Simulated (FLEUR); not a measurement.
# CdSe (Cadmoselite) (P6_3mc) in FLEUR: notebook

The runs below take CdSe (Cadmoselite) through equation of state, band structure, with LDA (Wigner correlation), PBE.

Program: FLEUR MaX-R8.1 (later development tree). These are calculated values, not measurements. Logs are shortened: lines on timing, memory, paths and dates and some standing lists are left out, and cuts for length are marked.

**What was measured.**

From a printed reference work, data compilation, for a bulk crystal of CdSe at 2 K: band gap 1.841 eV.

How close the calculation comes is told below.

**1. Starting point**

It takes space group P6_3mc (No. 186, hexagonal). The conventional cell has a = 4.300 Å, b = 4.300 Å, c = 7.020 Å, α = 90.00°, β = 90.00°, γ = 120.00°. Cd (site symmetry 3m) is surrounded by 4 Se at 2.61 to 2.70 Å. Around Se (site symmetry 3m) lie 4 Cd at 2.61 to 2.70 Å.

**2. Equation of state, LDA (Wigner correlation), 26.42 Å³/atom (volume scaled by 0.94)**

Contents of inp.xml:

```xml
<?xml version="1.0" encoding="UTF-8" standalone="no"?>
<fleurInput fleurInputVersion="0.39">
   <comment>
      CdSe                                                                                                
   </comment>
   <calculationSetup>
      <cutoffs Kmax="4.8" Gmax="14.9" GmaxXC="14.9" numbands="0"/>
      <scfLoop itmax="60" minDistance="0.00001" maxIterBroyd="15" imix="Anderson" alpha="0.05" precondParam="0.0" spinf="2.0" sdNocoIR="T"/>
      <coreElectrons ctail="T" frcor="F" kcrel="0" coretail_lmax="0"/>
      <xcFunctional name="wign" relativisticCorrections="F"/>
      <magnetism jspins="1"/>
      <soc l_soc="F" theta="0.0" phi="0.0" spav="F"/>
      <expertModes spex="0" secvar="F"/>
      <geometryOptimization l_f="F" forcealpha="1.0" forcemix="BFGS" epsdisp="0.00001" epsforce="0.00001"/>
      <ldaU l_linMix="F" mixParam="0.05" spinf="1.0"/>
   </calculationSetup>
   <cell>
      <bzIntegration valenceElectrons="72.0" mode="hist" fermiSmearingEnergy="0.00183747">
         <kPointListSelection listName="default-1"/>
         <!-- k-points included here -->
         <xi:include xmlns:xi="http://www.w3.org/2001/XInclude" href="kpts.xml"> </xi:include>
      </bzIntegration>
      <!-- symmetry operations included here -->
      <xi:include xmlns:xi="http://www.w3.org/2001/XInclude" href="sym.xml"> </xi:include>
      <bulkLattice scale="0.9795861087">
         <bravaisMatrix>
            <row-1>    8.1258223357799988     0.0000000000000000     0.0000000000000000</row-1>
            <row-2>   -4.0629111678899994     7.0371685694753445     0.0000000000000000</row-2>
            <row-3>    0.0000000000000000     0.0000000000000000    13.2658773946919979</row-3>
         </bravaisMatrix>
      </bulkLattice>
   </cell>
   <atomSpecies>
      <species name="Cadmium (Cd)" element="Cd" atomicNumber="48">
         <mtSphere radius="2.4" gridPoints="817" logIncrement="0.016"/>
         <atomicCutoffs lmax="10" lnonsphr="8"/>
         <electronConfig flipSpins="F">
            <coreConfig>(1s1/2) (2s1/2) (2p1/2) (2p3/2) (3s1/2) (3p1/2) (3p3/2) (3d3/2) (3d5/2)</coreConfig>
            <valenceConfig>(4s1/2) (4p1/2) (4p3/2) (5s1/2) (4d3/2) (4d5/2)</valenceConfig>
         </electronConfig>
         <energyParameters s="5" p="5" d="4" f="4"/>
         <lo type="SCLO" l="0" n="4" eDeriv="0"/>
         <lo type="SCLO" l="1" n="4" eDeriv="0"/>
         <lo type="SCLO" l="1" n="4" eDeriv="1"/>
         <lo type="SCLO" l="2" n="4" eDeriv="2"/>
         <lo type="SCLO" l="3" n="4" eDeriv="2"/>
      </species>
      <species name="Selenium (Se)" element="Se" atomicNumber="34">
         <mtSphere radius="2.04" gridPoints="695" logIncrement="0.018"/>
         <atomicCutoffs lmax="8" lnonsphr="6"/>
         <electronConfig flipSpins="F">
            <coreConfig>(1s1/2) (2s1/2) (2p1/2) (2p3/2) (3s1/2) (3p1/2) (3p3/2)</coreConfig>
            <valenceConfig>(3d3/2) (3d5/2) (4s1/2) (4p1/2) (4p3/2)</valenceConfig>
            <stateOccupation state="(4p1/2)" spinUp="0.666667" spinDown="0.666667"/>
            <stateOccupation state="(4p3/2)" spinUp="1.333333" spinDown="1.333333"/>
         </electronConfig>
         <energyParameters s="4" p="4" d="4" f="4"/>
         <lo type="SCLO" l="2" n="3" eDeriv="0"/>
         <lo type="SCLO" l="0" n="4" eDeriv="2"/>
         <lo type="SCLO" l="1" n="4" eDeriv="2"/>
         <lo type="SCLO" l="3" n="4" eDeriv="2"/>
      </species>
   </atomSpecies>
   <atomGroups>
      <atomGroup species="Cadmium (Cd)">
         <relPos label="                   1">-1.000/3.000 1.000/3.000 1.000/2.000</relPos>
         <relPos label="                   2">1.000/3.000 -1.000/3.000 .0000000000</relPos>
         <force calculate="T" relaxXYZ="TTT"/>
      </atomGroup>
      <atomGroup species="Selenium (Se)">
         <relPos label="                   3">-1.000/3.000 1.000/3.000 -.1150000000</relPos>
         <relPos label="                   4">1.000/3.000 -1.000/3.000 .3850000000</relPos>
         <force calculate="T" relaxXYZ="TTT"/>
      </atomGroup>
   </atomGroups>
   <output dos="F" band="F" slice="F">
      <checks vchk="F" cdinf="F"/>
      <bandDOS minEnergy="-.5*Htr" maxEnergy="0.5*Htr" sigma="0.015" storeEVData="T"/>
      <vacuumDOS vacdos="F" integ="F" star="F" nstars="0" locx1="0.0" locy1="0.0" locx2="0.0" locy2="0.0" nstm="0" tworkf="0.0"/>
      <unfoldingBand unfoldBand="F" supercellX="1" supercellY="1" supercellZ="1"/>
      <plotting iplot="0" polar="F">
         <plot TwoD="T" vec1="  1.0  0.0  0.0" vec2="  0.0  1.0  0.0" vec3="  0.0  0.0  1.0" zero="  0.0  0.0  0.0" file="plot"/>
      </plotting>
      <chargeDensitySlicing numkpt="0" minEigenval="0.0" maxEigenval="0.0" nnne="0" pallst="F"/>
      <specialOutput eonly="F"/>
      <moessbauerParams electricFieldGradient="T" isomerShift="T" coreHyperfine="T" valenceHyperfine="T"/>
      <magneticCircularDichroism mcd="F" energyLo="-10.0" energyUp="0.0"/>
   </output>
  <!-- We include the file relax.xml here to enable relaxations (see documentation) -->
  <xi:include xmlns:xi="http://www.w3.org/2001/XInclude" href="relax.xml"> <xi:fallback/> </xi:include>
</fleurInput>
```

Potentials or basis: all-electron, FLAPW.

The run is started by

```console
inpgen -f crystal.txt -profile fastHighL
# inp.xml edited to the form shown
fleur_MPI
```

The log of the run:

```text
Welcome to FLEUR        (www.flapw.de)
      MaX-Release 8.1          (www.max-centre.eu)

 ========== k-point set info ==========
 Selected k-point list: default-1
 k-point list type: mesh
 7 x 7 x 4
 Number of k points: 24

 ------------Calculation Setup---------------------------
 Number of MPI-tasks      :            1
 Number of PE/node        :            1
 Number of OMP-threads    :            1
 Most efficient MPI parallelization for:
           1           2           3           4           6           8          12          24
 Additional eigenvalue parallelization possible
 Number of basis functions:         1487
 Approximate size of matrices (H+S) per k-point:         0.066 GB
 --------------------------------------------------------
 Iteration:     1   Distance:       6.31537134 me/bohr^3
 Iteration:     2   Distance:       5.69834137 me/bohr^3
 Iteration:     3   Distance:       3.26027275 me/bohr^3
 Iteration:     4   Distance:       1.09145133 me/bohr^3
 Iteration:     5   Distance:       0.86487404 me/bohr^3
 Iteration:     6   Distance:       0.16990951 me/bohr^3
 Iteration:     7   Distance:       0.07122588 me/bohr^3
 Iteration:     8   Distance:       0.05019366 me/bohr^3
 Iteration:     9   Distance:       0.00521809 me/bohr^3
 Iteration:    10   Distance:       0.00438257 me/bohr^3
 Iteration:    11   Distance:       0.00089514 me/bohr^3
 Iteration:    12   Distance:       0.00031825 me/bohr^3
 Iteration:    13   Distance:       0.00026231 me/bohr^3
 Iteration:    14   Distance:       0.00005171 me/bohr^3
 Iteration:    15   Distance:       0.00000766 me/bohr^3

 ********************************************************************
 Run finished successfully
 Stop message:
   all done
 ********************************************************************
```

out.xml (last iteration):

```text
<iteration numberForCurrentRun="   15" overallNumber="   15">
         <energyParameters units="Htr">
            <atomicEP atomType="1" spin="1" branch="5s" branchLowest="-3.54" branchHighest="1.43" value="0.0192039486"/>
            <atomicEP atomType="1" spin="1" branch="5p" branchLowest="-2.10" branchHighest="2.14" value="0.1746964572"/>
            <atomicEP atomType="1" spin="1" branch="4d" branchLowest="-14.11" branchHighest="0.03" value="-0.0962764885"/>
            <atomicEP atomType="1" spin="1" branch="4f" branchLowest="-9.99" branchHighest="2.19" value="0.4874164103"/>
            <loAtomicEP atomType="1" spin="1" branch="4s" branchLowest="-26.55" branchHighest="-3.54" value="-3.5449937463"/>
            <loAtomicEP atomType="1" spin="1" branch="4p" branchLowest="-21.71" branchHighest="-2.10" value="-2.1241832327"/>
            <loAtomicEP atomType="1" spin="1" branch="4p" branchLowest="-21.71" branchHighest="-2.10" value="-2.1241832327"/>
            <loAtomicEP atomType="1" spin="1" branch="4d" branchLowest="-14.11" branchHighest="0.03" value="-0.1045522340"/>
            <loAtomicEP atomType="1" spin="1" branch="4f" branchLowest="-9.99" branchHighest="2.19" value="0.4874180856"/>
            <atomicEP atomType="2" spin="1" branch="4s" branchLowest="-7.38" branchHighest="0.72" value="-0.3404786959"/>
            <atomicEP atomType="2" spin="1" branch="4p" branchLowest="-5.18" branchHighest="1.50" value="-0.0514009693"/>
            <atomicEP atomType="2" spin="1" branch="4d" branchLowest="-1.52" branchHighest="2.84" value="0.1747179505"/>
            <atomicEP atomType="2" spin="1" branch="4f" branchLowest="-9.99" branchHighest="3.76" value="0.3366807838"/>
            <loAtomicEP atomType="2" spin="1" branch="3d" branchLowest="-9.99" branchHighest="-1.52" value="-1.5326921010"/>
            <loAtomicEP atomType="2" spin="1" branch="4s" branchLowest="-7.38" branchHighest="0.72" value="-0.3404786959"/>
            <loAtomicEP atomType="2" spin="1" branch="4p" branchLowest="-5.18" branchHighest="1.50" value="-0.0534604176"/>
            <loAtomicEP atomType="2" spin="1" branch="4f" branchLowest="-9.99" branchHighest="3.76" value="0.3366852504"/>
         </energyParameters>
         <eigenvalues>
            <eigenvaluesAt spin="1" ikpt="1" k_x="0.00000000" k_y="0.00000000" k_z="0.00000000">
                      -3.5449826598       -3.5449821983       -2.1179620273       -2.1179620273       -2.1179592568
                      -2.1179592568       -2.1178458415       -2.1178299779       -1.5347218984       -1.5347218984
                      -1.5347190688       -1.5347190688       -1.5343501002       -1.5343433610       -1.5343186328
                      -1.5343186328       -1.5343104231       -1.5343104231       -0.3022809548       -0.2858129212
                      -0.1181464364       -0.1181464364       -0.1156610504       -0.1156610504       -0.1153108014
                      -0.1017598806       -0.1017598806       -0.0986699962       -0.0986699962       -0.0870714201
                       0.0023864624        0.1473901972        0.1473901972        0.1764009424        0.1780184558
                       0.1780184558        0.1955183307        0.2472219181        0.3855781126        0.3855781126
[... 82 lines left out ...]
               <shell n="2" l="0" isomerShift="16271.09494"/>
               <shell n="2" l="1" isomerShift="357.17887"/>
               <shell n="3" l="0" isomerShift="3099.55840"/>
               <shell n="3" l="1" isomerShift="73.18481"/>
               <shell n="3" l="2" isomerShift="0.00001"/>
            </coreIsomerShift>
            <coreIsomerShift atomType="2" isTotal="39784.10006">
               <shell n="1" l="0" isomerShift="35523.37320"/>
               <shell n="2" l="0" isomerShift="3640.90689"/>
               <shell n="2" l="1" isomerShift="36.71423"/>
               <shell n="3" l="0" isomerShift="577.22649"/>
               <shell n="3" l="1" isomerShift="5.87924"/>
            </coreIsomerShift>
            <isomerShift atomType="1" nucleusRadius="0.0001140" averageDensity="161503.33240"/>
            <isomerShift atomType="2" nucleusRadius="0.0001013" averageDensity="39839.67040"/>
            <electricFieldGradient atomType="1" VXX="-0.16478" VYY="-0.16478" VZZ="0.32957" asymParam="0.00000">
            </electricFieldGradient>
            <electricFieldGradient atomType="2" VXX="0.06618" VYY="0.06618" VZZ="-0.13236" asymParam="0.00000">
            </electricFieldGradient>
         </moessbauerParams>
         <totalEnergy                                    value="   -16029.7068950148" units="Htr">
            <sumOfEigenvalues                            value="    -9518.5858328052">
               <coreElectrons value="-9446.1658192061"/>
               <valenceElectrons value="-72.4200135991"/>
            </sumOfEigenvalues>
            <densityCoulombPotentialIntegral value="-25590.7249418262"/>
            <densityEffectivePotentialIntegral value="-26204.4397180940"/>
            <chargeDenXCDenIntegral value="-462.3638522777"/>
            <FockExchangeEnergyValence value="0.0000000000"/>
            <FockExchangeEnergyCore value="0.0000000000"/>
            <atomTypeDependentContributions atomType="1">
               <electronNucleiInteractionDifferentMTs value="13540.2637398860"/>
               <MadelungTerm value="-42.0934267702"/>
            </atomTypeDependentContributions>
            <atomTypeDependentContributions atomType="2">
               <electronNucleiInteractionDifferentMTs value="5830.6903935401"/>
               <MadelungTerm value="-44.7868969165"/>
            </atomTypeDependentContributions>
            <tkbTimesEntropy value="0.0000031167"/>
            <freeEnergy value="-16029.7068981315"/>
            <extrapolationTo0K value="-16029.7068965732"/>
         </totalEnergy>
         <densityConvergence units="me/bohr^3">
            <chargeDensity spin="1" distance="0.0000076565"/>
         </densityConvergence>
      </iteration>
```

Run time: 18 min. Hardware: 1 thread of Arm Neoverse V1, shared host; peak memory 0.2 GiB.

Results:

```
Free energy                                           : -436190.5458 eV
Band gap on the k mesh                                : 0.48 eV, direct
Valence electrons inside the program's atomic spheres : Cd 18.26; Se 13.39 (radii Cd 2.4, Se 2.04 bohr)
```

**3. Equation of state, LDA (Wigner correlation), 26.98 Å³/atom (volume scaled by 0.96)**

Changes to inp.xml since step 2:

```diff
@@ -24,3 +24,3 @@
       <xi:include xmlns:xi="http://www.w3.org/2001/XInclude" href="sym.xml"> </xi:include>
-      <bulkLattice scale="0.9795861087">
+      <bulkLattice scale="0.9864848297">
          <bravaisMatrix>
```

Potentials or basis: all-electron, FLAPW.

The run is started by

```console
inpgen -f crystal.txt -profile fastHighL
# inp.xml edited to the form shown
fleur_MPI
```

Run time: 19 min. Hardware: 1 thread of Arm Neoverse V1, shared host; peak memory 0.21 GiB.

Results (log left out):

```
Free energy                                           : -436190.5866 eV
Band gap on the k mesh                                : 0.44 eV, direct
Valence electrons inside the program's atomic spheres : Cd 18.24; Se 13.38 (radii Cd 2.4, Se 2.04 bohr)
```

(Part 1 of 2 ends here.)
